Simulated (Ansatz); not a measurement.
Band table of Yb

```yaml
crystal:
  lattice:
    - [3.87990, 0.00000, 0.00000]
    - [-1.93995, 3.36009, 0.00000]
    - [0.00000, 0.00000, 6.38590]
  atoms:
    - { symbol: Yb, position: [0.33333, 0.66667, 0.25000] }
    - { symbol: Yb, position: [0.66667, 0.33333, 0.75000] }
```

Atoms are numbered in the order listed.

The cell is COD entry 1540221, as deposited and not checked against the literature; nothing was relaxed.

Where the f shell is localised, expect the real compound to differ from this run without U.

Spin–orbit coupling is left out, though it moves levels of the heavy atoms by tenths of an eV or more.

Computed with Ansatz 0.2.0, DFT, PBE, all-electron LAPW, scalar-relativistic.

Settings: a Γ-centred 11×11×6 k mesh, Fermi–Dirac smearing of 0.03 eV, basis error target 0.5 meV/atom, no spin polarisation.

Path points, in fractions of the reciprocal vectors: Γ (0.000, 0.000, 0.000), M (0.500, 0.000, 0.000), K (0.333, 0.333, 0.000), A (0.000, 0.000, 0.500), L (0.500, 0.000, 0.500), H (0.333, 0.333, 0.500). Levels in eV from the Fermi level; bands 19 to 39, counted from the lowest band of the run. The gap is zero.

```
# k(1/Å) point b19 b20 b21 b22 b23 b24 b25 b26 b27 b28 b29 b30 b31 b32 b33 b34 b35 b36 b37 b38 b39
0.000 Γ -4.85 -1.76 -0.42 -0.40 -0.40 -0.39 -0.35 -0.35 -0.34 -0.34 -0.33 -0.33 -0.30 -0.30 -0.28 -0.28 0.08 2.66 2.72 2.72 3.21
0.117 - -4.78 -1.68 -0.42 -0.40 -0.40 -0.38 -0.35 -0.34 -0.34 -0.34 -0.33 -0.33 -0.30 -0.30 -0.29 -0.28 0.07 2.43 2.79 2.87 3.10
0.234 - -4.57 -1.47 -0.41 -0.40 -0.40 -0.38 -0.34 -0.34 -0.34 -0.33 -0.33 -0.32 -0.31 -0.31 -0.30 -0.29 0.04 2.07 2.76 2.98 3.10
0.351 - -4.24 -1.13 -0.41 -0.39 -0.39 -0.38 -0.35 -0.34 -0.33 -0.33 -0.32 -0.32 -0.32 -0.31 -0.31 -0.29 0.01 1.64 2.38 3.00 3.31
0.467 - -3.79 -0.75 -0.40 -0.39 -0.39 -0.37 -0.35 -0.34 -0.33 -0.33 -0.33 -0.32 -0.32 -0.32 -0.29 -0.27 -0.02 1.18 2.03 2.57 3.11
0.584 - -3.24 -0.50 -0.40 -0.38 -0.38 -0.36 -0.35 -0.35 -0.34 -0.34 -0.34 -0.32 -0.31 -0.31 -0.29 -0.12 -0.03 0.72 1.84 2.17 2.90
0.701 - -2.64 -0.47 -0.41 -0.37 -0.37 -0.36 -0.36 -0.35 -0.35 -0.34 -0.33 -0.31 -0.31 -0.30 -0.29 -0.03 -0.01 0.34 1.84 1.89 2.73
0.818 - -2.04 -0.62 -0.41 -0.37 -0.36 -0.36 -0.36 -0.36 -0.35 -0.34 -0.32 -0.31 -0.31 -0.30 -0.29 -0.22 0.02 0.25 1.62 2.09 2.63
0.935 M -1.69 -0.87 -0.41 -0.37 -0.36 -0.36 -0.36 -0.36 -0.35 -0.35 -0.32 -0.31 -0.30 -0.29 -0.29 -0.28 0.04 0.23 1.54 2.19 2.59
1.002 - -1.66 -0.86 -0.41 -0.37 -0.37 -0.36 -0.36 -0.36 -0.35 -0.35 -0.32 -0.31 -0.30 -0.29 -0.29 -0.28 0.05 0.23 1.54 2.19 2.56
1.070 - -1.60 -0.82 -0.41 -0.37 -0.37 -0.36 -0.36 -0.36 -0.35 -0.35 -0.31 -0.31 -0.30 -0.29 -0.29 -0.28 0.08 0.23 1.54 2.21 2.46
1.137 - -1.49 -0.76 -0.41 -0.37 -0.37 -0.36 -0.36 -0.36 -0.35 -0.35 -0.31 -0.31 -0.30 -0.29 -0.29 -0.27 0.13 0.23 1.54 2.25 2.31
1.205 - -1.34 -0.68 -0.41 -0.37 -0.37 -0.37 -0.36 -0.36 -0.35 -0.35 -0.31 -0.31 -0.30 -0.30 -0.29 -0.27 0.20 0.22 1.54 2.13 2.29
1.272 - -1.16 -0.61 -0.41 -0.38 -0.37 -0.36 -0.36 -0.35 -0.35 -0.35 -0.31 -0.31 -0.30 -0.30 -0.30 -0.27 0.17 0.28 1.54 1.94 2.34
1.340 - -0.96 -0.53 -0.41 -0.38 -0.37 -0.36 -0.36 -0.35 -0.34 -0.34 -0.32 -0.31 -0.30 -0.30 -0.30 -0.27 0.08 0.35 1.55 1.77 2.39
1.407 - -0.75 -0.49 -0.41 -0.39 -0.37 -0.37 -0.35 -0.34 -0.34 -0.33 -0.32 -0.30 -0.30 -0.30 -0.30 -0.28 -0.08 0.41 1.56 1.64 2.44
1.475 K -0.55 -0.55 -0.41 -0.39 -0.37 -0.37 -0.34 -0.34 -0.33 -0.32 -0.32 -0.30 -0.30 -0.30 -0.30 -0.30 -0.18 0.43 1.58 1.58 2.46
1.610 - -1.17 -0.41 -0.41 -0.38 -0.38 -0.36 -0.36 -0.35 -0.33 -0.33 -0.32 -0.31 -0.31 -0.30 -0.30 -0.04 -0.03 0.34 1.66 1.68 2.27
1.745 - -1.97 -0.40 -0.40 -0.38 -0.38 -0.36 -0.36 -0.35 -0.34 -0.34 -0.33 -0.31 -0.31 -0.31 -0.30 0.18 0.23 0.25 1.80 1.81 1.99
1.880 - -2.75 -0.42 -0.40 -0.39 -0.37 -0.36 -0.35 -0.35 -0.35 -0.33 -0.32 -0.32 -0.31 -0.31 -0.31 0.05 0.21 0.56 1.55 2.06 2.39
2.015 - -3.45 -0.54 -0.40 -0.39 -0.38 -0.36 -0.36 -0.34 -0.34 -0.33 -0.32 -0.32 -0.31 -0.31 -0.31 -0.15 -0.01 0.97 1.77 2.41 2.80
2.150 - -4.04 -0.94 -0.40 -0.39 -0.39 -0.37 -0.35 -0.34 -0.33 -0.33 -0.32 -0.32 -0.32 -0.31 -0.31 -0.28 0.00 1.45 2.18 2.83 3.19
2.284 - -4.48 -1.37 -0.41 -0.40 -0.40 -0.38 -0.35 -0.34 -0.34 -0.33 -0.33 -0.32 -0.31 -0.31 -0.30 -0.29 0.03 1.95 2.64 3.11 3.11
2.419 - -4.76 -1.66 -0.42 -0.40 -0.40 -0.38 -0.35 -0.34 -0.34 -0.34 -0.33 -0.33 -0.31 -0.30 -0.29 -0.28 0.07 2.38 2.80 2.90 3.06
2.554 Γ -4.85 -1.76 -0.42 -0.40 -0.40 -0.39 -0.35 -0.35 -0.34 -0.34 -0.33 -0.33 -0.30 -0.30 -0.28 -0.28 0.08 2.66 2.72 2.72 3.21
2.616 - -4.83 -1.82 -0.42 -0.40 -0.40 -0.38 -0.35 -0.35 -0.34 -0.34 -0.33 -0.33 -0.30 -0.30 -0.28 -0.28 0.12 2.64 2.71 2.71 3.20
2.677 - -4.77 -2.00 -0.42 -0.41 -0.39 -0.37 -0.35 -0.35 -0.33 -0.33 -0.33 -0.33 -0.30 -0.30 -0.28 -0.28 0.24 2.56 2.69 2.69 3.15
2.739 - -4.68 -2.24 -0.42 -0.41 -0.39 -0.37 -0.36 -0.36 -0.34 -0.34 -0.33 -0.33 -0.30 -0.30 -0.28 -0.28 0.41 2.44 2.66 2.66 3.08
2.800 - -4.54 -2.52 -0.42 -0.41 -0.38 -0.36 -0.36 -0.36 -0.34 -0.34 -0.32 -0.32 -0.29 -0.29 -0.28 -0.28 0.60 2.29 2.64 2.64 3.00
2.862 - -4.38 -2.82 -0.42 -0.41 -0.38 -0.36 -0.36 -0.36 -0.35 -0.35 -0.31 -0.31 -0.29 -0.29 -0.28 -0.28 0.80 2.11 2.64 2.64 2.92
2.923 - -4.18 -3.12 -0.42 -0.42 -0.37 -0.36 -0.36 -0.36 -0.35 -0.35 -0.31 -0.31 -0.29 -0.29 -0.28 -0.28 1.02 1.90 2.64 2.64 2.84
2.985 - -3.95 -3.41 -0.42 -0.42 -0.37 -0.36 -0.36 -0.36 -0.36 -0.36 -0.30 -0.30 -0.29 -0.29 -0.28 -0.28 1.24 1.69 2.67 2.67 2.77
3.046 A -3.69 -3.69 -0.42 -0.42 -0.37 -0.37 -0.36 -0.36 -0.36 -0.36 -0.30 -0.30 -0.30 -0.30 -0.28 -0.28 1.47 1.47 2.71 2.71 2.71
3.163 - -3.62 -3.62 -0.42 -0.42 -0.36 -0.36 -0.36 -0.36 -0.36 -0.36 -0.30 -0.30 -0.30 -0.30 -0.29 -0.29 1.46 1.46 2.62 2.62 2.76
3.280 - -3.43 -3.43 -0.41 -0.41 -0.36 -0.36 -0.36 -0.36 -0.35 -0.35 -0.30 -0.30 -0.30 -0.30 -0.29 -0.29 1.44 1.44 2.37 2.37 2.91
3.397 - -3.12 -3.12 -0.41 -0.41 -0.36 -0.36 -0.35 -0.35 -0.35 -0.35 -0.31 -0.31 -0.31 -0.31 -0.30 -0.30 1.37 1.37 2.08 2.08 3.13
3.514 - -2.73 -2.73 -0.41 -0.41 -0.37 -0.37 -0.35 -0.35 -0.35 -0.35 -0.32 -0.32 -0.31 -0.31 -0.30 -0.30 1.20 1.20 1.86 1.86 3.36
3.631 - -2.27 -2.27 -0.40 -0.40 -0.37 -0.37 -0.35 -0.35 -0.35 -0.35 -0.33 -0.33 -0.32 -0.32 -0.30 -0.30 0.94 0.94 1.74 1.74 3.52
3.748 - -1.81 -1.81 -0.40 -0.40 -0.37 -0.37 -0.35 -0.35 -0.35 -0.35 -0.33 -0.33 -0.31 -0.31 -0.30 -0.30 0.65 0.65 1.65 1.65 3.59
3.864 - -1.43 -1.43 -0.39 -0.39 -0.37 -0.37 -0.36 -0.36 -0.36 -0.36 -0.33 -0.33 -0.30 -0.30 -0.30 -0.30 0.40 0.40 1.57 1.57 3.60
3.981 L -1.26 -1.26 -0.39 -0.39 -0.38 -0.38 -0.36 -0.36 -0.36 -0.36 -0.33 -0.33 -0.30 -0.30 -0.30 -0.30 0.30 0.30 1.54 1.54 3.60
4.049 - -1.24 -1.24 -0.39 -0.39 -0.38 -0.38 -0.36 -0.36 -0.36 -0.36 -0.33 -0.33 -0.30 -0.30 -0.30 -0.30 0.30 0.30 1.52 1.52 3.57
4.116 - -1.17 -1.17 -0.39 -0.39 -0.37 -0.37 -0.36 -0.36 -0.36 -0.36 -0.33 -0.33 -0.30 -0.30 -0.29 -0.29 0.31 0.31 1.46 1.46 3.49
4.184 - -1.06 -1.06 -0.39 -0.39 -0.37 -0.37 -0.36 -0.36 -0.36 -0.36 -0.33 -0.33 -0.30 -0.30 -0.29 -0.29 0.32 0.32 1.36 1.36 3.40
4.251 - -0.92 -0.92 -0.39 -0.39 -0.37 -0.37 -0.36 -0.36 -0.35 -0.35 -0.33 -0.33 -0.30 -0.30 -0.28 -0.28 0.33 0.33 1.21 1.21 3.34
4.319 - -0.76 -0.76 -0.39 -0.39 -0.37 -0.37 -0.36 -0.36 -0.35 -0.35 -0.34 -0.34 -0.30 -0.30 -0.24 -0.24 0.34 0.34 1.02 1.02 3.32
4.386 - -0.61 -0.61 -0.39 -0.39 -0.37 -0.37 -0.36 -0.36 -0.35 -0.35 -0.34 -0.34 -0.30 -0.30 -0.17 -0.17 0.35 0.35 0.80 0.80 3.34
4.454 - -0.51 -0.51 -0.39 -0.39 -0.37 -0.37 -0.36 -0.36 -0.35 -0.35 -0.34 -0.34 -0.30 -0.30 -0.03 -0.03 0.32 0.32 0.59 0.59 3.38
4.521 H -0.48 -0.48 -0.40 -0.40 -0.37 -0.37 -0.36 -0.36 -0.35 -0.35 -0.34 -0.34 -0.30 -0.30 0.15 0.15 0.19 0.19 0.50 0.50 3.41
4.656 - -0.66 -0.66 -0.39 -0.39 -0.37 -0.37 -0.36 -0.36 -0.35 -0.35 -0.34 -0.34 -0.30 -0.30 -0.20 -0.20 0.46 0.46 0.76 0.76 3.31
4.791 - -1.21 -1.21 -0.39 -0.39 -0.37 -0.37 -0.36 -0.36 -0.35 -0.35 -0.34 -0.34 -0.31 -0.31 -0.28 -0.28 0.63 0.63 1.21 1.21 3.18
4.926 - -1.83 -1.83 -0.39 -0.39 -0.37 -0.37 -0.35 -0.35 -0.34 -0.34 -0.34 -0.34 -0.32 -0.32 -0.29 -0.29 0.85 0.85 1.54 1.54 3.20
5.061 - -2.43 -2.43 -0.40 -0.40 -0.37 -0.37 -0.35 -0.35 -0.34 -0.34 -0.33 -0.33 -0.32 -0.32 -0.30 -0.30 1.11 1.11 1.74 1.74 3.29
5.196 - -2.95 -2.95 -0.41 -0.41 -0.37 -0.37 -0.35 -0.35 -0.35 -0.35 -0.32 -0.32 -0.31 -0.31 -0.30 -0.30 1.33 1.33 1.96 1.96 3.20
5.331 - -3.35 -3.35 -0.41 -0.41 -0.36 -0.36 -0.36 -0.36 -0.35 -0.35 -0.31 -0.31 -0.30 -0.30 -0.29 -0.29 1.43 1.43 2.28 2.28 2.97
5.466 - -3.60 -3.60 -0.42 -0.42 -0.36 -0.36 -0.36 -0.36 -0.36 -0.36 -0.30 -0.30 -0.30 -0.30 -0.29 -0.29 1.46 1.46 2.59 2.59 2.78
5.601 A -3.69 -3.69 -0.42 -0.42 -0.37 -0.37 -0.36 -0.36 -0.36 -0.36 -0.30 -0.30 -0.30 -0.30 -0.28 -0.28 1.47 1.47 2.71 2.71 2.71
```
